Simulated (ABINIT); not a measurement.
A run of ABINIT 10.8.3 (patched build):

The input run.abi:

```
pp_dirpath "./"
pseudos "Pt.GGA_PBE-JTH.xml, Te.GGA_PBE-JTH.xml"

acell 3*1.0 Angstrom
rprim
     4.0100000000     0.0000000000     0.0000000000
    -2.0050000000     3.4727618692     0.0000000000
     0.0000000000     0.0000000000     5.2010000000
ntypat 2
znucl 78 52
natom 3
typat 1 2 2
xred
     0.0000000000     0.0000000000     0.0000000000
     0.6666666667     0.3333333333     0.7500000000
     0.3333333333     0.6666666667     0.2500000000

ecut 544.227725 eV
pawecutdg 40.0

kptopt 1
ngkpt 5 5 3
nshiftk 1
shiftk 0.0 0.0 0.0

ixc -116133

nband 15
occopt 3
tsmear 0.05 eV

nstep 100
tolvrs 1.0e-9

iomode 3
prtwf 0
prtden 0
prteig 0
prtebands 0
enunit 1
```

Potentials or basis: JTH PAW PBE v2.0.

Command:

```bash
$ abinit run.abi > log 2>&1
```

Hardware: 1 thread of Arm Neoverse V1, on a shared host.

How long does it take, and how much memory?

It took 32 s on 1 thread of Arm Neoverse V1, on a shared host, peak memory 0.12 GiB. Counts: scf iterations 17, mpi ranks 1, k points 12, bands 15, plane waves 2095.
